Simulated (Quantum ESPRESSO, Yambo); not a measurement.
**A GW run on AgBr (Fm-3m) in Yambo, with inputs changed**

What do changed inputs do to GW on AgBr (Fm-3m)?

Program: Yambo 5.3.0. Level of theory: PBE and many-body steps on it, plane waves. Results are calculated unless marked as measured.

Most raw output is cut from this account.

The database entry behind the starting cell differs from later determinations by our own check (about 0.6 % short of the room-temperature cell), so it need not match the best structure at ambient conditions.

## Step 1: The structure

Symmetry: Fm-3m, No. 225, cubic system. The conventional cell has a = 5.740 Å, b = 5.740 Å, c = 5.740 Å, α = 90.00°, β = 90.00°, γ = 90.00°. Nearest to Ag lie 6 Br at 2.87 Å. Nearest to Br lie 6 Ag at 2.87 Å. Farther neighbours and most contacts between anions are not listed.

Structure file:

```cif
data_structure
_symmetry_space_group_name_H-M 'P 1'
_symmetry_Int_Tables_number 1
_cell_length_a 4.0590
_cell_length_b 4.0590
_cell_length_c 4.0590
_cell_angle_alpha 60.000
_cell_angle_beta 60.000
_cell_angle_gamma 60.000
_cell_volume 47.29
loop_
_atom_site_label
_atom_site_type_symbol
_atom_site_fract_x
_atom_site_fract_y
_atom_site_fract_z
_atom_site_occupancy
Ag1 Ag 0.00000 0.00000 0.00000 1
Br2 Br 0.50000 0.50000 0.50000 1
```

The cell and positions come from the Crystallography Open Database and are kept as given unless a step says otherwise.

## Step 2: Base

This step: Yambo 5.3.0; G0W0 on PBE, plane waves, norm-conserving pseudopotentials.

G0W0 replaces the xc potential by the self-energy, built once from these orbitals. Only a window of levels is corrected, while the sums run over the empty bands that the input names.

Input file gw2.in:

```
HF_and_locXC
gw0
dyson
ppa
em1d
rim_cut
RandQpts= 1000000
RandGvec= 1 RL
EXXRLvcs= 74 Ry
VXCRLvcs= 296 Ry
Chimod= "HARTREE"
% BndsRnXp
 1 | 136 |
%
NGsBlkXp= 10.5 Ry
% LongDrXp
 1 | 1 | 1 |
%
% GbndRnge
 1 | 136 |
%
DysSolver= "n"
ExtendOut
PPAPntXp= 27.21138 eV
% QPkrange
 3 | 3 | 12 | 15 |
 1 | 1 | 12 | 15 |
%
```

Run with:

```sh
$ OMP_NUM_THREADS=1 mpirun -n 4 yambo -F gw2.in -J gw2 -C gw2 > gw2.log
```

It took 80 s on 4 MPI ranks of Arm Neoverse V1, shared host; peak memory 1.6 GiB.

Numbers from this step:

```
G0W0 gap on the points computed              : 1.629 eV
starting gap on the mesh                     : 0.6721 eV
k of the valence top                         : 0, 0, -0.5
k of the conduction bottom                   : 0, 0, 0
least direct G0W0 gap on the computed points : 3.756 eV
Z at the valence top                         : 0.8001
Z at the conduction bottom                   : 0.8273
```

The gap on the mesh goes from 0.67 eV to 1.63 eV, a correction of +0.96 eV.

## Step 3: Pole fitted at another frequency

gw6.in, as its differences from gw2.in of step 2:

```diff
@@ -23,3 +23,3 @@
 ExtendOut
-PPAPntXp= 27.21138 eV
+PPAPntXp= 15 eV
 % QPkrange
```

Run with:

```sh
$ OMP_NUM_THREADS=1 mpirun -n 4 yambo -F gw6.in -J gw6 -C gw6 > gw6.log
```

It took 81 s on 4 MPI ranks; peak memory 1.6 GiB; 5.3 min of CPU time.

This step gave:

```
G0W0 gap on the points computed              : 1.645 eV
starting gap on the mesh                     : 0.6721 eV
k of the valence top                         : 0, 0, -0.5
k of the conduction bottom                   : 0, 0, 0
least direct G0W0 gap on the computed points : 3.710 eV
Z at the valence top                         : 0.7825
Z at the conduction bottom                   : 0.8128
```

Against G0W0 in Yambo (4×4×4 mesh, 136 bands, screening to 142.9 eV, Godby-Needs plasmon pole), the gap moves by +0.016 eV.

## Step 4: Exchange cutoff

gw7.in, as its differences from gw6.in of step 3:

```diff
@@ -8,3 +8,3 @@
 RandGvec= 1 RL
-EXXRLvcs= 74 Ry
+EXXRLvcs= 148 Ry
 VXCRLvcs= 296 Ry
@@ -23,3 +23,3 @@
 ExtendOut
-PPAPntXp= 15 eV
+PPAPntXp= 27.21138 eV
 % QPkrange
```

Run with:

```sh
$ OMP_NUM_THREADS=1 mpirun -n 4 yambo -F gw7.in -J gw7,gw2_W -C gw7 > gw7.log
```

The job ended after 27 s (4 MPI ranks; peak memory 1.5 GiB; 1.8 min of CPU time).

Numbers from this step:

```yaml
g0w0_gap_on_the_points_computed: 1.633 eV
starting_gap_on_the_mesh: 0.6721 eV
k_of_the_valence_top: 0, 0, -0.5
k_of_the_conduction_bottom: 0, 0, 0
least_direct_g0w0_gap_on_the_computed_points: 3.756 eV
z_at_the_valence_top: 0.8001
z_at_the_conduction_bottom: 0.8273
```

## Step 5: One G vector of screening

gw8.in, as its differences from gw7.in of step 4:

```diff
@@ -8,3 +8,3 @@
 RandGvec= 1 RL
-EXXRLvcs= 148 Ry
+EXXRLvcs= 74 Ry
 VXCRLvcs= 296 Ry
@@ -14,3 +14,3 @@
 %
-NGsBlkXp= 10.5 Ry
+NGsBlkXp= 1 RL
 % LongDrXp
```

Run with:

```sh
$ OMP_NUM_THREADS=1 mpirun -n 4 yambo -F gw8.in -J gw8 -C gw8 > gw8.log
```

It took 50 s on 4 MPI ranks; peak memory 1.6 GiB.

The run ended normally, though the input holds a fault or crude settings.

The fault put into this input: one G vector of screening. It printed a gap of 3.71 eV, an artefact of the input.

## Step 6: Side by side

Times are wall times on 4 MPI ranks of Arm Neoverse V1, shared host, good to a factor of about two.

```tsv
run	mesh	bands	screening cutoff (eV)	DFT gap (eV)	gap on the mesh (eV)	direct (eV)	time
base	4×4×4	136	142.9	0.672	1.629	3.756	80 s
pole fitted at another frequency	4×4×4	136	142.9	0.672	1.645	3.710	81 s
exchange cutoff	4×4×4	136	142.9	0.672	1.633	3.756	27 s
```

## Step 7: Summary of results

- base: 1.629 eV
- pole fitted at another frequency: 1.645 eV
- exchange cutoff: 1.633 eV
- known limits: not at the basis limit; d shell near the gap, gap tends to lie low; no spin-orbit coupling; coarse k mesh

Pole fitted at another frequency: +0.016 eV against base (keys changed: PPAPntXp). Exchange cutoff: +0.004 eV against base (keys changed: EXXRLvcs). Bands and cutoff are finite, so the gap is not at the basis limit. The miss can reach some tenths of an eV and take either sign; the mesh is an error of its own. In the G0W0 runs levels were corrected at 2 k points alone, so a gap called «on the mesh» is the least over those, and an edge elsewhere would be missed. The 4×4×4 mesh is coarse for this cell, which bears on the long-range parts of exchange and screening. A d shell, filled or nearly so, lies near the gap. One-shot GW converges very slowly in bands there, not always from below, and on a semilocal start the gap tends to come out low; starts rich in exact exchange can overshoot instead. The many-body steps are scalar-relativistic: spin-orbit coupling is not in them.

[Paths, hosts, dates, memory and timing lines, banners, echoed tables and standing remarks are left out of the program output.]

[Logs are printed without paths, hosts, clocks, repeated set-up lines and the standing remarks that a program may print on its own settings, such as how far it seeks lower states.]

[Runs of the session that timed out or met a known fault of the program may be left out.]

[Hosts, paths, dates, database ids (printed as entryN), source tags and the programs' standing remarks are cut or masked in the printed files.]
